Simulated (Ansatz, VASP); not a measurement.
# ZrC: VASP beside Ansatz

```
Zr C
1.0
     3.32949    0.00000    0.00000
     0.00000    3.32949    0.00000
     0.00000    0.00000   18.70860
Zr C
3 3
Direct
  0.00000 0.00000 0.37416
  0.50000 0.50000 0.49626
  0.00000 0.00000 0.61703
  0.50000 0.50000 0.37416
  0.00000 0.00000 0.49594
  0.50000 0.50000 0.62079
```

Alike in both runs: functional PBE; k mesh 9 × 9 × 1; occupations gaussian, width 0.1 eV; no spin polarisation.

Ansatz relaxed the structure, and its values are those at the end. VASP's run is a single point on that final structure, the one shown.

|  | VASP | Ansatz |
| --- | --- | --- |
| version | VASP 6.6.1 | Ansatz 0.2.0 |
| potentials or method | VASP PAW PBE potentials, release 64 (Zr_sv, C) | scalar-relativistic, plane waves, PAW |
| plane-wave cutoff (eV) | 520 | 420 |
| valence electrons in the cell | 48 | 48 |

|  | VASP | Ansatz | Ansatz less VASP |
| --- | --- | --- | --- |
| gap on the k mesh at the Fermi level (eV) | none | none | - |
| rms of the force components (eV/Å) | 0.179 | 0.179 | +0.0001 |

A gap of «none» marks a metal or a gap that the smearing closes. Ansatz warned: «xc_potential_rough_in_thin_density».
